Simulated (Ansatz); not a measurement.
## Cu: do energies and stresses tell the same story?

Computed with DFT PBEsol, scalar-relativistic, plane waves, PAW in Ansatz.

Settings: cutoff 420 eV, Γ-centred mesh 18×18×10 on the computed 2-atom cell, Gaussian smearing of 0.10 eV; no spin polarisation.

Relaxed cell: P6_3/mmc, a = 2.521 Å, b = 2.521 Å, c = 4.117 Å, α = 90.00°, β = 90.00°, γ = 120.00°, 2 atoms in the primitive cell. This form isn't the element's structure at ambient conditions.

Energies at zero smearing and pressures from the stress tensor, at volumes with shape and atoms relaxed:
```json
{"V (Å³/atom)": "9.966", "E − E(first) (meV/atom)": "0.00", "P (GPa)": "29.27"}
{"V (Å³/atom)": "10.306", "E − E(first) (meV/atom)": "-51.73", "P (GPa)": "19.87"}
{"V (Å³/atom)": "10.645", "E − E(first) (meV/atom)": "-85.25", "P (GPa)": "12.03"}
{"V (Å³/atom)": "10.985", "E − E(first) (meV/atom)": "-103.59", "P (GPa)": "5.48"}
{"V (Å³/atom)": "11.325", "E − E(first) (meV/atom)": "-109.25", "P (GPa)": "0.02"}
{"V (Å³/atom)": "11.665", "E − E(first) (meV/atom)": "-104.30", "P (GPa)": "-4.55"}
{"V (Å³/atom)": "12.004", "E − E(first) (meV/atom)": "-90.47", "P (GPa)": "-8.36"}
{"V (Å³/atom)": "12.457", "E − E(first) (meV/atom)": "-60.71", "P (GPa)": "-12.48"}
```

Problem. Check P = −dE/dV between neighbouring volumes, and get the bulk modulus from the pressures alone.

Solution. With 1 eV/Å³ = 160.2 GPa:
```json
{"middle V (Å³/atom)": "10.136", "−ΔE/ΔV (GPa)": "24.394", "mean P (GPa)": "24.568"}
{"middle V (Å³/atom)": "10.476", "−ΔE/ΔV (GPa)": "15.807", "mean P (GPa)": "15.946"}
{"middle V (Å³/atom)": "10.815", "−ΔE/ΔV (GPa)": "8.650", "mean P (GPa)": "8.756"}
{"middle V (Å³/atom)": "11.155", "−ΔE/ΔV (GPa)": "2.668", "mean P (GPa)": "2.752"}
{"middle V (Å³/atom)": "11.495", "−ΔE/ΔV (GPa)": "-2.334", "mean P (GPa)": "-2.264"}
{"middle V (Å³/atom)": "11.835", "−ΔE/ΔV (GPa)": "-6.522", "mean P (GPa)": "-6.455"}
{"middle V (Å³/atom)": "12.231", "−ΔE/ΔV (GPa)": "-10.526", "mean P (GPa)": "-10.421"}
```

The two differ by 0.17 GPa at most. The mean of two end pressures misses the average over a step by about ΔV² P″/12, up to 0.14 GPa here; with that taken off 0.03 GPa remains. The stress is the derivative of the free energy, not of the energy at zero smearing, and with free energies 0.00 GPa remains. Around V = 11.325 Å³/atom, the two neighbours give B = −V ΔP/ΔV = 11.325 × 10.03 / 0.679 = 167.2 GPa, against B0 = 166.2 GPa from the Birch–Murnaghan fit of the energies.